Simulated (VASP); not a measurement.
# NaF (Fm-3m) in VASP: band structure with r2SCAN

Aim: the band structure of NaF with r2SCAN.

Everything below comes from runs of VASP 6.6.1. Logs are shortened: lines on timing, memory, paths and dates and some standing lists are left out, and cuts for length are marked.

**1. Starting point**

Symmetry: Fm-3m, No. 225, cubic system. Conventional cell: a = 4.573 Å, b = 4.573 Å, c = 4.573 Å, α = 90.00°, β = 90.00°, γ = 90.00°. Around Na (site symmetry m-3m) lie 6 F at 2.29 Å. F (site symmetry m-3m) has 6 Na at 2.29 Å as nearest neighbours.

The cell was built by a generator and needn't be a form met in nature.

**2. Band structure, r2SCAN**

Input file INCAR:

```
ALGO = Normal
EDIFF = 1E-7
ENCUT = 520
ISIF = 2
ISMEAR = 0
LASPH = T
LCHARG = F
LMIXTAU = T
LREAL = F
LWAVE = F
METAGGA = R2SCAN
NELM = 60
PREC = Accurate
SIGMA = 0.02
```

Input file KPOINTS:

```
k-points
0
Gamma
  10 10 10
```

Input file POSCAR:

```
NaF                                     
1.0
    0.0000000000      2.2862894006      2.2862894006
    2.2862894006      0.0000000000      2.2862894006
    2.2862894006      2.2862894006     -0.0000000000
  Na              F             
     1     1
Direct
     0.0000000000000000    0.0000000000000000    0.0000000000000000
     0.5000000000000000    0.5000000000000000    0.5000000000000000
```

Input file KPOINTS_OPT:

```
path GXWKGLUWLK,UX
20
line-mode
reciprocal
 0.0000000000  0.0000000000  0.0000000000  G
 0.5000000000  0.0000000000  0.5000000000  X

 0.5000000000  0.0000000000  0.5000000000  X
 0.5000000000  0.2500000000  0.7500000000  W

 0.5000000000  0.2500000000  0.7500000000  W
 0.3750000000  0.3750000000  0.7500000000  K

 0.3750000000  0.3750000000  0.7500000000  K
 0.0000000000  0.0000000000  0.0000000000  G

 0.0000000000  0.0000000000  0.0000000000  G
 0.5000000000  0.5000000000  0.5000000000  L

 0.5000000000  0.5000000000  0.5000000000  L
 0.6250000000  0.2500000000  0.6250000000  U

 0.6250000000  0.2500000000  0.6250000000  U
 0.5000000000  0.2500000000  0.7500000000  W

 0.5000000000  0.2500000000  0.7500000000  W
 0.5000000000  0.5000000000  0.5000000000  L

 0.5000000000  0.5000000000  0.5000000000  L
 0.3750000000  0.3750000000  0.7500000000  K

 0.6250000000  0.2500000000  0.6250000000  U
 0.5000000000  0.0000000000  0.5000000000  X
```

Potentials or basis: VASP PAW PBE potentials, release 64 (Na_pv, F).

The run is started by

```bash
cat potpaw_PBE.64/Na_pv/POTCAR potpaw_PBE.64/F/POTCAR > POTCAR
mpirun -np 1 vasp_std > vasp.out
```

OUTCAR:

```text
EDIFF = 1E-7
   ENCUT = 520
   ISIF = 2
   ISMEAR = 0
   LASPH = T
   LREAL = F
   METAGGA = R2SCAN
   NELM = 60
   PREC = Accurate

 ion  position               nearest neighbor table
   1  0.000  0.000  0.000-   2 2.29   2 2.29   2 2.29   2 2.29   2 2.29   2 2.29
   2  0.500  0.500  0.500-   1 2.29   1 2.29   1 2.29   1 2.29   1 2.29   1 2.29

  LATTYP: Found a face centered cubic cell.
 ALAT       =     4.5725788012

  Lattice vectors:

 A1 = (   0.0000000000,   2.2862894006,   2.2862894006)
 A2 = (   2.2862894006,   0.0000000000,   2.2862894006)
 A3 = (   2.2862894006,   2.2862894006,   0.0000000000)

Analysis of symmetry for initial positions (statically):
=====================================================================
 Subroutine PRICEL returns:
 Original cell was already a primitive cell.

 Routine SETGRP: Setting up the symmetry group for a
 face centered cubic supercell.

 Subroutine GETGRP returns: Found 48 space group operations
 (whereof 48 operations were pure point group operations)
 out of a pool of 48 trial point group operations.

The static configuration has the point symmetry O_h .

Analysis of symmetry for dynamics (positions and initial velocities):
=====================================================================
 Subroutine PRICEL returns:
 Original cell was already a primitive cell.

 Routine SETGRP: Setting up the symmetry group for a
 face centered cubic supercell.

 Subroutine GETGRP returns: Found 48 space group operations
 (whereof 48 operations were pure point group operations)
 out of a pool of 48 trial point group operations.

The dynamic configuration has the point symmetry O_h .

 Subroutine INISYM returns: Found 48 space group operations
 (whereof 48 operations are pure point group operations),
 and found     1 'primitive' translations

----------------------------------------------------------------------------------------

                                     Primitive cell

  volume of cell :      23.9014

  direct lattice vectors                    reciprocal lattice vectors
     0.000000000  2.286289401  2.286289401    -0.218694974  0.218694974  0.218694974
     2.286289401  0.000000000  2.286289401     0.218694974 -0.218694974  0.218694974
     2.286289401  2.286289401  0.000000000     0.218694974  0.218694974 -0.218694974

  length of vectors
     3.233301478  3.233301478  3.233301478     0.378790806  0.378790806  0.378790806

  position of ions in fractional coordinates (direct lattice)
     0.000000000  0.000000000  0.000000000
     0.500000000  0.500000000  0.500000000

  ion indices of the primitive-cell ions
   primitive index   ion index
                 1           1
                 2           2

----------------------------------------------------------------------------------------

 KPOINTS: k-points

Automatic generation of k-mesh.
 Grid dimensions read from file:
 generate k-points for:   10   10   10

 Generating k-lattice:

  Cartesian coordinates                     Fractional coordinates (reciprocal lattice)
    -0.021869497  0.021869497  0.021869497     0.100000000  0.000000000  0.000000000
     0.021869497 -0.021869497  0.021869497     0.000000000  0.100000000  0.000000000
     0.021869497  0.021869497 -0.021869497     0.000000000  0.000000000  0.100000000

  Length of vectors
     0.037879081  0.037879081  0.037879081

  Shift w.r.t. Gamma in fractional coordinates (k-lattice)
     0.000000000  0.000000000  0.000000000

 Subroutine IBZKPT returns following result:
 ===========================================

 Found     47 irreducible k-points:

 Following reciprocal coordinates:
            Coordinates               Weight
  0.000000  0.000000  0.000000      1.000000
  0.100000  0.000000  0.000000      8.000000
  0.200000  0.000000  0.000000      8.000000
  0.300000  0.000000  0.000000      8.000000
  0.400000  0.000000  0.000000      8.000000
  0.500000  0.000000  0.000000      4.000000
[... 16 lines left out ...]
  0.300000  0.300000  0.000000      6.000000
  0.400000  0.300000  0.000000     24.000000
 [... further k-points ...]
   k-points           NKPTS =     47   k-points in BZ     NKDIM =     47   number of bands    NBANDS=     11
   number of dos      NEDOS =    301   number of ions     NIONS =      2
   total plane-waves  NPLWV =  13824
   dimension x,y,z NGX =    24 NGY =   24 NGZ =   24
   dimension x,y,z NGXF=    48 NGYF=   48 NGZF=   48
   ions per type =               1   1
   NGX,Y,Z   is equivalent  to a cutoff of  12.34, 12.34, 12.34 a.u.
   NGXF,Y,Z  is equivalent  to a cutoff of  24.68, 24.68, 24.68 a.u.
 SYSTEM =  unknown system
   PREC   = accura    normal or accurate (medium, high low for compatibility)
   ISTART =      0    job   : 0-new  1-cont  2-samecut
   ICHARG =      2    charge: 1-file 2-atom 10-const
   ISPIN  =      1    spin polarized calculation?
   LNONCOLLINEAR =      F non collinear calculations
   LSORBIT =      F    spin-orbit coupling
   LASPH  =      T    aspherical Exc in radial PAW
   ENCUT  =  520.0 eV  38.22 Ry    6.18 a.u.   6.01  6.01  6.01*2*pi/ulx,y,z
   NELM   =     60;   NELMIN=  2; NELMDL= -5     # of ELM steps
   EDIFF  = 0.1E-06   stopping-criterion for ELM
   LREAL  =      F    real-space projection
   EDIFFG = 0.1E-05   stopping-criterion for IOM
   NSW    =      0    number of steps for IOM
   IBRION =     -1    ionic relax: 0-MD 1-quasi-New 2-CG
   NFREE  =      0    steps in history (QN), initial steepest desc. (CG)
   ISIF   =      2    stress and relaxation
   ISYM   =      2    0-nonsym 1-usesym 2-fastsym
   POTIM  = 0.5000    time-step for ionic-motion
   TEBEG  =    0.0;   TEEND  =   0.0 temperature during run
   PSTRESS=    0.0 pullay stress
   NELECT =      14.0000    total number of electrons
   NUPDOWN=      -1.0000    fix difference up-down
   EMIN   =  10.00;   EMAX   =-10.00  energy-range for DOS
   EFERMI =   0.00;   METHOD = LEGACY
   ISMEAR =     0;   SIGMA  =   0.02  broadening in eV -4-tet -1-fermi 0-gaus
   EFERMI_NEDOS =   21; number of points for ismear=-14 and -15
   IALGO  =     38    algorithm
   IMIX   =      4    mixing-type and parameters
     AMIX     =   0.40;   BMIX     =  1.00
     AMIX_MAG =   1.60;   BMIX_MAG =  1.00
  volume/ion in A,a.u.               =      11.95        80.65
  Fermi-wavevector in a.u.,A,eV,Ry     =   1.369755  2.588462 25.527651  1.876229
  Thomas-Fermi vector in A             =   2.495602
   LORBIT       =      0    0 simple, 1 ext, 2 COOP (PROOUT), +10 PAW based schemes
   METAGGA = R2SCAN    functional components
   LHFCALC =     F    Hartree Fock is set to
   AEXX    =    0.0000 exact exchange contribution
   IVDW    =     0    specifies the selected vdW correction
   LEPSILON=     F    determine dielectric tensor
   LRPA    =     F    only Hartree local field effects (RPA)
 non-spin polarized calculation
 Gauss-broadening in eV      SIGMA  =   0.02
  energy-cutoff  :      520.00
  volume of cell :       23.90
 maximum number of plane-waves:       656
   NGX = 13   NGY = 13   NGZ = 13

 number of electron      13.9999998 magnetization

 Free energy of the ion-electron system (eV)
  ---------------------------------------------------
  ext. energy  EPLUGINS =         0.00000000
  ---------------------------------------------------
  free energy    TOTEN  =       -12.60373548 eV

  energy without entropy =      -12.60373548  energy(sigma->0) =      -12.60373548

 E-fermi :  -2.3386     XC(G=0):  -9.9873

 val. band max:       -2.5515418206   @ k =   0.0000   0.0000   0.0000
 cond. band min:       4.8534530393   @ k =   0.0000   0.0000   0.0000
 fundamental gap:      7.4049948599
 Fermi energy:        -2.3386050420

 k-point     1 :       0.0000    0.0000    0.0000
  band No.  band energies     occupation
      1     -22.9159      2.00000
      2     -21.9310      2.00000
      3     -21.9306      2.00000
      4     -21.9306      2.00000
      5      -2.5516      2.00000
      6      -2.5515      2.00000
      7      -2.5515      2.00000
      8       4.8535      0.00000
      9      17.5231      0.00000
     10      17.5232      0.00000
     11      17.5232      0.00000

 k-point     2 :       0.1000    0.0000    0.0000
  band No.  band energies     occupation
      1     -22.9673      2.00000
      2     -21.9321      2.00000
      3     -21.9317      2.00000
      4     -21.8648      2.00000
      5      -2.7481      2.00000
      6      -2.5796      2.00000
      7      -2.5796      2.00000
      8       5.2174      0.00000
      9      16.1880      0.00000
     10      17.7096      0.00000
     11      17.7096      0.00000

 k-point     3 :       0.2000    0.0000    0.0000
  band No.  band energies     occupation
      1     -23.0804      2.00000
      2     -21.9351      2.00000
      3     -21.9347      2.00000
      4     -21.7155      2.00000
      5      -3.2089      2.00000
      6      -2.6522      2.00000
      7      -2.6522      2.00000
      8       6.1627      0.00000
      9      14.4348      0.00000
     10      18.2049      0.00000
     11      18.2050      0.00000
[... 267 lines left out ...]
 k-point    23 :       0.3000    0.3000    0.0000
  band No.  band energies     occupation
      1     -22.9860      2.00000
      2     -21.9682      2.00000
      3     -21.9679      2.00000
      4     -21.7506      2.00000
      5      -3.6510      2.00000
      6      -2.8391      2.00000
      7      -2.8391      2.00000
      8       8.2339      0.00000
      9      12.6511      0.00000
     10      17.0363      0.00000
     11      18.6210      0.00000

 k-point    24 :       0.4000    0.3000    0.0000
  band No.  band energies     occupation
      1     -22.9441      2.00000
      2     -21.9830      2.00000
      3     -21.9739      2.00000
      4     -21.7755      2.00000
      5      -3.7683      2.00000
      6      -2.9524      2.00000
      7      -2.8947      2.00000
      8       9.2780      0.00000
      9      12.1318      0.00000
     10      15.8644      0.00000
     11      18.7466      0.00000

 [... further k-points ...]

------------------------ aborting loop because EDIFF is reached ----------------------------------------

  FORCE on cell =-STRESS in cart. coord.  units (eV):
  Direction    XX          YY          ZZ          XY          YZ          ZX
  --------------------------------------------------------------------------------------
  -------------------------------------------------------------------------------------
  Total       -0.0119402     -0.0119402     -0.0119402     -0.0000000     -0.0000000      0.0000000
  in kB       -0.8003858     -0.8003858     -0.8003858     -0.0000000     -0.0000000      0.0000000
  external PRESSURE =      -0.8003858 kB  Pullay stress =       0.0000000 kB

 VOLUME and BASIS-vectors are now :
 -----------------------------------------------------------------------------
  energy-cutoff  :      520.00
  volume of cell :       23.90
      direct lattice vectors                 reciprocal lattice vectors
     0.000000000  2.286289401  2.286289401    -0.218694974  0.218694974  0.218694974
     2.286289401  0.000000000  2.286289401     0.218694974 -0.218694974  0.218694974
     2.286289401  2.286289401  0.000000000     0.218694974  0.218694974 -0.218694974

 POSITION                                       TOTAL-FORCE (eV/Angst)
 -----------------------------------------------------------------------------------
      0.00000      0.00000      0.00000        -0.000000      0.000000      0.000000
      2.28629      2.28629      2.28629         0.000000     -0.000000     -0.000000
 -----------------------------------------------------------------------------------
    total drift:                                0.000000     -0.000000      0.000000

  FREE ENERGIE OF THE ION-ELECTRON SYSTEM (eV)
  ---------------------------------------------------
  free  energy   TOTEN  =       -12.6037354767 eV

  energy  without entropy=      -12.6037354767  energy(sigma->0) =      -12.60373548
```

Wall time 58 s (1 thread of Intel Xeon Platinum 8488C (Sapphire Rapids), shared host); peak memory 0.15 GiB.

What came out:

| Property | Result |
| --- | --- |
| Free energy | -12.6037 eV |
| Pressure | -0.1 GPa |
| Band gap on the k mesh | 7.41 eV, direct |
| Band gap along the path | 7.40 eV, direct |

Levels at the corners of the path, in eV from the valence-band top:
| point | band 3 | band 4 | band 5 | band 6 | band 7 | band 8 | band 9 | band 10 | band 11 |
| --- | --- | --- | --- | --- | --- | --- | --- | --- | --- |
| Γ | -19.38 | -19.38 | 0.00 | 0.00 | 0.00 | 7.40 | 20.07 | 20.07 | 20.07 |
| X | -19.44 | -19.44 | -1.32 | -0.42 | -0.42 | 14.06 | 14.42 | 15.26 | 21.66 |
| X | -19.44 | -19.44 | -1.32 | -0.42 | -0.42 | 14.06 | 14.42 | 15.26 | 21.66 |
| W | -19.48 | -19.14 | -0.91 | -0.91 | -0.60 | 14.31 | 14.31 | 17.03 | 18.50 |
| W | -19.48 | -19.14 | -0.91 | -0.91 | -0.60 | 14.31 | 14.31 | 17.03 | 18.50 |
| K | -19.42 | -19.17 | -1.10 | -0.86 | -0.39 | 13.84 | 14.42 | 16.44 | 20.91 |
| K | -19.42 | -19.17 | -1.10 | -0.86 | -0.39 | 13.84 | 14.42 | 16.44 | 20.91 |
| Γ | -19.38 | -19.38 | 0.00 | 0.00 | 0.00 | 7.40 | 20.07 | 20.07 | 20.07 |
| Γ | -19.38 | -19.38 | 0.00 | 0.00 | 0.00 | 7.40 | 20.07 | 20.07 | 20.07 |
| L | -19.39 | -18.85 | -1.64 | -0.29 | -0.29 | 11.89 | 13.77 | 21.87 | 21.87 |
| L | -19.39 | -18.85 | -1.64 | -0.29 | -0.29 | 11.89 | 13.77 | 21.87 | 21.87 |
| U | -19.42 | -19.17 | -1.10 | -0.86 | -0.39 | 13.84 | 14.42 | 16.44 | 20.91 |
| U | -19.42 | -19.17 | -1.10 | -0.86 | -0.39 | 13.84 | 14.42 | 16.44 | 20.91 |
| W | -19.48 | -19.14 | -0.91 | -0.91 | -0.60 | 14.31 | 14.31 | 17.03 | 18.50 |
| W | -19.48 | -19.14 | -0.91 | -0.91 | -0.60 | 14.31 | 14.31 | 17.03 | 18.50 |
| L | -19.39 | -18.85 | -1.64 | -0.29 | -0.29 | 11.89 | 13.77 | 21.87 | 21.87 |
| L | -19.39 | -18.85 | -1.64 | -0.29 | -0.29 | 11.89 | 13.77 | 21.87 | 21.87 |
| K | -19.42 | -19.17 | -1.10 | -0.86 | -0.39 | 13.84 | 14.42 | 16.44 | 20.91 |
| U | -19.42 | -19.17 | -1.10 | -0.86 | -0.39 | 13.84 | 14.42 | 16.44 | 20.91 |
| X | -19.44 | -19.44 | -1.32 | -0.42 | -0.42 | 14.06 | 14.42 | 15.26 | 21.66 |

Caveat: the PAW data sets were made with another functional, which shifts forces and pressure a little. r2SCAN opens gaps a little over a GGA but as a rule still falls short of measured ones.
